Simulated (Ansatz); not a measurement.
Crystal: Pb.

```
CELL_PARAMETERS angstrom
0.00000 2.47502 2.47502
2.47502 0.00000 2.47502
2.47502 2.47502 0.00000
ATOMIC_POSITIONS crystal
Pb 0.00000 0.00000 0.00000
```

Base run:

* Program: Ansatz 0.2.0
* Functional: SVWN5
* Potentials or basis: Ansatz PAW
* Cutoff: 420 eV (not typed: the program's choice for these potentials)
* k mesh: 9 × 9 × 9
* Occupations: fermi-dirac, width 0.05 eV
* Spin: no spin polarisation

Its results: band gap on the k mesh none (metal or under the smearing width); pressure -2.2 GPa.

Problem. The run is repeated on the same cell with these changes: functional from SVWN5 to RPBE. What comes out?

Solution. Band gap on the k mesh none (metal or under the smearing width); pressure 3.9 GPa.

RPBE binds less tightly than SVWN5, so the same cell stands under more pressure.

Caveats: spin-orbit coupling is left out, which moves the levels of the heavy elements; the PAW data sets come from PBE, with cores solved anew for the run's functional, which leaves a small shift of forces and pressure.
